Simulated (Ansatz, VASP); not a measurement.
# Two plane-wave programs on WC (Qusongite)

INCAR

```
SYSTEM = WC
ALGO = Normal
EDIFF = 1E-6
ENCUT = 520
GGA = PE
ISIF = 2
ISMEAR = -1
LASPH = .TRUE.
LCHARG = .FALSE.
LREAL = .FALSE.
LWAVE = .FALSE.
NBANDS = 16
NELM = 100
PREC = Accurate
SIGMA = 0.05
```

Contents of KPOINTS:

```
k-points
0
G
  9 9 8
  0 0 0
```

Contents of POSCAR:

```
WC
1.0
    2.8774350000      0.0000000000      0.0000000000
   -1.4387175000      2.4919318077      0.0000000000
    0.0000000000      0.0000000000      2.8366000000
W C
1 1
Direct
    0.0000000000      0.0000000000      0.0000000000
    0.6666666667      0.3333333333      0.5000000000
```

input.yaml

```yaml
crystal:
  lattice:
    - [2.877435, 0.0, 0.0]
    - [-1.4387175, 2.4919318077, 0.0]
    - [0.0, 0.0, 2.8366]
  atoms:
    - { symbol: W, position: [0.0, 0.0, 0.0] }
    - { symbol: C, position: [0.6666666667, 0.3333333333, 0.5] }
hamiltonian:
  xc: pbe
  pseudopotentials: { kind: paw }
kpoints:
  mp_grid: { grid: [9, 9, 8] }
scf:
  occupations: { method: fermi_dirac, width: 0.05 }
output:
  forces: true
  stress: true
  eigenvalues: true
  write_density: true
  write_potential: true
  elf: true
  volumetric_format: npy
```

Alike in both runs: task single point; functional PBE; k mesh 9 × 9 × 8; occupations fermi-dirac, width 0.05 eV; no spin polarisation.

|  | VASP | Ansatz |
| --- | --- | --- |
| version | VASP 6.6.1 | Ansatz 0.2.0 |
| potentials or method | VASP PAW PBE potentials, release 64 (W_sv, C) | Ansatz PAW |
| plane-wave cutoff (eV) | 520 | 420 |
| valence electrons in the cell | 18 | 18 |

VASP gave:

```
gap on the k mesh at the Fermi level (eV)       : none
pressure (GPa)                                  : 15.1
largest component of the traceless stress (GPa) : 4.54
```

**Question.** What did Ansatz give for the same quantities?

**Answer.** gap on the k mesh at the Fermi level (eV): none; pressure (GPa): 13.9; largest component of the traceless stress (GPa): 4.73.

A gap of «none» marks a metal or a gap that the smearing closes. The functional is the same, so the differences come from potentials, cutoffs and numerics.

Caveats: so large a pressure means that the cell lies far from this level's equilibrium, or that cutoff or potentials fall short (VASP); the pressure holds a Pulay correction of +0.3 GPa for the finite cutoff (Ansatz). The runs have no spin-orbit coupling, so splittings on W are missing.
